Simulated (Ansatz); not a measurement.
# MoW3: the cost of one run

Method: DFT PBE, scalar-relativistic, plane waves, PAW, in Ansatz 0.2.0.

## (1) The starting structure

The structure is tetragonal, space group P4/mmm (No. 123). The conventional cell has a = 2.914 Å, b = 2.914 Å, c = 8.242 Å, α = 90.00°, β = 90.00°, γ = 90.00°. Around Mo (site symmetry 4/mmm) lie 4 Mo at 2.91 Å and 8 W at 2.91 Å. Around W (site symmetry 4mm) lie 8 W at 2.91 Å and 4 Mo at 2.91 Å. Around W (site symmetry 4/mmm) lie 12 W at 2.91 Å.

As a file:

```
Mo W
1.0
     2.91384    0.00000    0.00000
     0.00000    2.91384    0.00000
     0.00000    0.00000    8.24159
Mo W
1 3
Direct
  0.50000 0.50000 0.50000
  0.00000 0.00000 0.75000
  0.50000 0.50000 0.00000
  0.00000 0.00000 0.25000
```

The start is an ordering of an alloy on its end members' structure types: elements ordered on the sites of the Pb type, Mo/W on Pb (P4/mmm, No. 123).

## (2) The guess as it stands, on a coarse mesh

input.yaml

```yaml
crystal:
  lattice:
    - [2.91384239, 0.0, 0.0]
    - [0.0, 2.91384239, 0.0]
    - [0.0, 0.0, 8.24159086]
  atoms:
    - { symbol: Mo, position: [0.5, 0.5, 0.5] }
    - { symbol: W, position: [0.0, 0.0, 0.75] }
    - { symbol: W, position: [0.5, 0.5, 0.0] }
    - { symbol: W, position: [0.0, 0.0, 0.25] }
basis:
  ecutwfc: 420
kpoints:
  mp_grid: { grid: [6, 6, 2] }
hamiltonian:
  xc: pbe
scf:
  occupations: { method: gaussian, width: 0.1 }
  lower_state_search: "off"
output:
  forces: true
  stress: true
  eigenvalues: true
```

On the command line:

```bash
$ ansatz run input.yaml --threads 1 --pin off --max-ram 2560MiB --backend cpu --events-out ev --progress --plain --runs-dir out
```

What time and memory should one allow on 1 thread of Intel Xeon at 2.70GHz, shared host?

About 3.2 s, with a peak of 0.37 GiB.
